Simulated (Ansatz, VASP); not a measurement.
**Hf: VASP and Ansatz over several settings**

```
Hf
1.0
     0.00000    2.23470    2.23470
     2.23470    0.00000    2.23470
     2.23470    2.23470    0.00000
Hf
1
Direct
  0.00000 0.00000 0.00000
```

This isn't the form of Hf at room conditions, which is hcp.

Single points on this cell with VASP 6.6.1 and Ansatz 0.2.0. Each row is one pair of runs. Alike in all rows: spin: off; k mesh: 10 × 10 × 10; smearing: fermi-dirac, width 0.05 eV.

```csv
level,"VASP's potentials, cutoff","Ansatz's potentials, cutoff","gap on the k mesh at the Fermi level (eV), VASP","gap on the k mesh at the Fermi level (eV), Ansatz","pressure (GPa), VASP","pressure (GPa), Ansatz"
r2SCAN,"VASP PAW PBE potentials, release 64 (Hf_pv), 520 eV","Ansatz PAW, 500 eV",none,none,0.0,0.5
LDA,"VASP PAW LDA potentials, release 64 (Hf_pv), 520 eV","Ansatz PAW, 420 eV",none,none,-7.6,-7.6
PBEsol,"VASP PAW PBE potentials, release 64 (Hf_pv), 520 eV","Ansatz PAW, 420 eV",?,none,?,-3.7
```

Q: Fill in what VASP gave in row 3.

A: gap on the k mesh at the Fermi level (eV): none; pressure (GPa): -4.1.

A gap of «none» marks a metal or a gap that the smearing closes.

Caveats: the PAW data sets were made with another functional, which shifts forces and pressure a little (VASP); the PAW data sets come from PBE, with cores solved anew for the run's functional, which leaves a small shift of forces and pressure (Ansatz).
